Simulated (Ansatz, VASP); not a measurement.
**One calculation of AlCu3, two programs**

```xyz
4
Lattice="0.0000 2.8499 2.8499 2.8499 0.0000 2.8499 2.8499 2.8499 0.0000" Properties=species:S:1:pos:R:3 pbc="T T T"
Al    0.0000    0.0000    0.0000
Cu    2.8499    2.8499    2.8499
Cu    1.4250    1.4250    1.4250
Cu    4.2749    4.2749    4.2749
```

Alike in both runs: functional LDA; k mesh 10 × 10 × 10; occupations fermi-dirac, width 0.05 eV; no spin polarisation.

Ansatz relaxed the structure, and its values are those at the end. VASP's run is a single point on that final structure, the one shown.

|  | VASP | Ansatz |
| --- | --- | --- |
| version | VASP 6.6.1 | Ansatz 0.2.0 |
| potentials or method | VASP PAW LDA potentials, release 64 (Al, Cu) | PAW with Ansatz's default frozen-core files, scalar-relativistic |
| plane-wave cutoff (eV) | 520 | 420 |
| valence electrons in the cell | 36 | 60 |

Ansatz gave:

| Item | Value |
| --- | --- |
| pressure (GPa) | 0.0 |

**Question.** Which values does VASP return?

**Answer.** Pressure (GPa): 0.7.

The two sets of potentials don't hold the same shells in valence.
